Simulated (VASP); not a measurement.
## NaI in VASP 6.6.1, single-point calculation

INCAR

```
NELM = 120
PREC = Accurate
LASPH = .TRUE.
SIGMA = 0.02
NSW = 0
EDIFF = 1E-7
GGA = PE
ISIF = 2
ALGO = Fast
LWAVE = .FALSE.
ENCUT = 520
ISMEAR = -1
LREAL = .FALSE.
NBANDS = 14
IBRION = -1
LCHARG = .FALSE.
```

KPOINTS

```
KPOINTS created by Atomic Simulation Environment
0
Gamma
6 6 6
0 0 0
```

POSCAR

```
Na I
 1.0000000000000000
     0.0000000000000000    3.5431916337999998    3.4900437593000002
     3.5431916337999998    0.0000000000000000    3.4900437593000002
     3.5431916337999998    3.5431916337999998    0.0000000000000000
 Na  I
   1   1
Cartesian
  0.0000000000000000  0.0000000000000000  0.0000000000000000
  1.7715958169000003  1.7715958169000003  1.7450218796500001
```

The recommended PBE PAW datasets give the neutral cell 14 valence electrons.

Command

```
mpirun -np 1 vasp_std
```

OSZICAR

```
N       E                     dE             d eps       ncg     rms          rms(c)
DAV:   1     0.801462056547E+02    0.80146E+02   -0.63984E+03   848   0.844E+02
DAV:   2     0.161864109919E+01   -0.78528E+02   -0.73570E+02   894   0.199E+02
DAV:   3    -0.519851612965E+01   -0.68172E+01   -0.67823E+01  1074   0.595E+01
DAV:   4    -0.537879885077E+01   -0.18028E+00   -0.18025E+00  1070   0.102E+01
DAV:   5    -0.538264959763E+01   -0.38507E-02   -0.38507E-02  1170   0.136E+00    0.166E+00
RMM:   6    -0.528407297732E+01    0.98577E-01   -0.98284E-02   982   0.123E+00    0.112E+00
RMM:   7    -0.527762448764E+01    0.64485E-02   -0.12681E-01   940   0.133E+00    0.634E-01
RMM:   8    -0.528631545922E+01   -0.86910E-02   -0.64804E-03   915   0.718E-01    0.227E-01
RMM:   9    -0.528581506843E+01    0.50039E-03   -0.14394E-03  1056   0.287E-01    0.452E-02
RMM:  10    -0.528603134534E+01   -0.21628E-03   -0.48907E-04  1112   0.169E-01    0.334E-02
RMM:  11    -0.528612334621E+01   -0.92001E-04   -0.17435E-04  1122   0.923E-02    0.604E-03
RMM:  12    -0.528612702911E+01   -0.36829E-05   -0.27444E-05  1339   0.385E-02    0.177E-02
RMM:  13    -0.528612828523E+01   -0.12561E-05   -0.41261E-06  1104   0.129E-02    0.144E-02
RMM:  14    -0.528612842345E+01   -0.13822E-06   -0.15957E-06   975   0.790E-03    0.165E-03
RMM:  15    -0.528612846526E+01   -0.41807E-07   -0.41596E-07  1052   0.435E-03
   1 F= -.52861285E+01 E0= -.52861285E+01  d E =-.117482E-10
```

Standard output (part)

```
POSCAR found type information on POSCAR NaI
 POSCAR found :  2 types and       2 ions
 LDA part: xc-table for (Slater+PW92), standard interpolation
 POSCAR, INCAR and KPOINTS ok, starting setup
 WAVECAR not read
 entering main loop
```

From OUTCAR

```
k-points           NKPTS =     30   k-points in BZ     NKDIM =     30   number of bands    NBANDS=     14

   NELECT =      14.0000    total number of electrons

   dimension x,y,z NGX =    40 NGY =   40 NGZ =   40
   dimension x,y,z NGXF=    80 NGYF=   80 NGZF=   80

  energy-cutoff  :      520.00
  volume of cell :       87.63
      direct lattice vectors                 reciprocal lattice vectors
     0.000000000  3.543191634  3.490043759    -0.141115709  0.141115709  0.143264679
     3.543191634  0.000000000  3.490043759     0.141115709 -0.141115709  0.143264679
     3.543191634  3.543191634  0.000000000     0.141115709  0.141115709 -0.143264679

 k-points in reciprocal lattice and weights: KPOINTS created by Atomic Simulation Env
   0.00000000  0.00000000  0.00000000       0.005
   0.16666667  0.00000000  0.00000000       0.037
   0.33333333  0.00000000  0.00000000       0.037
   0.50000000  0.00000000  0.00000000       0.019
   0.16666667  0.16666667  0.00000000       0.009
   0.33333333  0.16666667  0.00000000       0.037
   0.50000000  0.16666667  0.00000000       0.037
  -0.33333333  0.16666667  0.00000000       0.037
   ...

 E-fermi :  -0.6019

 k-point     1 :       0.0000    0.0000    0.0000
  band No.  band energies     occupation
      1     -23.0996      2.00000
      2     -23.0984      2.00000
      3     -23.0984      2.00000
      4     -11.4899      2.00000
      5      -1.0424      2.00000
      6      -1.0424      2.00000
      7      -1.0259      2.00000
      8       2.8103      0.00000
      9       6.8784      0.00000
     10       6.8784      0.00000
     11       6.9080      0.00000
     12       8.5788      0.00000
     13       8.7443      0.00000
     14      10.0020      0.00000

 k-point     2 :       0.1667    0.0000    0.0000
  band No.  band energies     occupation
      1     -23.1000      2.00000
      2     -23.0988      2.00000
      3     -23.0985      2.00000
      4     -11.4568      2.00000
      5      -1.4333      2.00000
      6      -1.0807      2.00000
      7      -1.0639      2.00000
      8       3.3982      0.00000
      9       6.5318      0.00000
     10       7.0183      0.00000
     11       7.0589      0.00000
     12       8.2146      0.00000
     13       8.3137      0.00000
     14       9.7847      0.00000

 k-point     3 :       0.3333    0.0000    0.0000
  band No.  band energies     occupation
      1     -23.1011      2.00000
      2     -23.0992      2.00000
      3     -23.0987      2.00000
      4     -11.3887      2.00000
      5      -2.0392      2.00000
      6      -1.1541      2.00000
      7      -1.1265      2.00000
      8       4.2211      0.00000
      9       6.4545      0.00000
     10       6.7867      0.00000
     11       6.8835      0.00000
     12       8.8826      0.00000
     13       8.9013      0.00000
     14       9.2364      0.00000

 k-point     4 :       0.5000    0.0000    0.0000
  band No.  band energies     occupation
      1     -23.1018      2.00000
      2     -23.0994      2.00000
      3     -23.0988      2.00000
      4     -11.3539      2.00000
      5      -2.2906      2.00000
      6      -1.1893      2.00000
      7      -1.1566      2.00000
      8       4.4004      0.00000
      9       6.5958      0.00000
     10       6.6939      0.00000
     11       6.7372      0.00000
     12       9.5589      0.00000
     13      10.1958      0.00000
     14      10.2935      0.00000

 ...

  Total        0.3131196      0.3131196      0.3196728      0.0000000      0.0000000      0.0000000
  in kB        5.7249360      5.7249360      5.8447523      0.0000000      0.0000000      0.0000000
  external PRESSURE =       5.7648748 kB  Pullay stress =       0.0000000 kB

 POSITION                                       TOTAL-FORCE (eV/Angst)
 -----------------------------------------------------------------------------------
      0.00000      0.00000      0.00000        -0.000000     -0.000000      0.000000
      1.77160      1.77160      1.74502         0.000000      0.000000      0.000000
 -----------------------------------------------------------------------------------
    total drift:                                0.000001      0.000001      0.000001

  FREE ENERGIE OF THE ION-ELECTRON SYSTEM (eV)
  ---------------------------------------------------
  free  energy   TOTEN  =        -5.2861284653 eV

  energy  without entropy=       -5.2861284652  energy(sigma->0) =       -5.28612847
```

It converged. Results: gap between bands v and c on the k mesh 3.84 eV; least direct gap on the k mesh 3.84 eV; pressure 0.6 GPa. Band v is the last that the valence electrons fill when counted band by band, and c is the next.

For comparison, a separate PBE run of the intended cell, on usual settings and not on those above, gives a gap of 3.84 eV on its mesh and a pressure of 0.6 GPa.

The run above took about 47 s on one core of a shared host (Intel Xeon Platinum 8488C) and held 0.25 GiB at most.
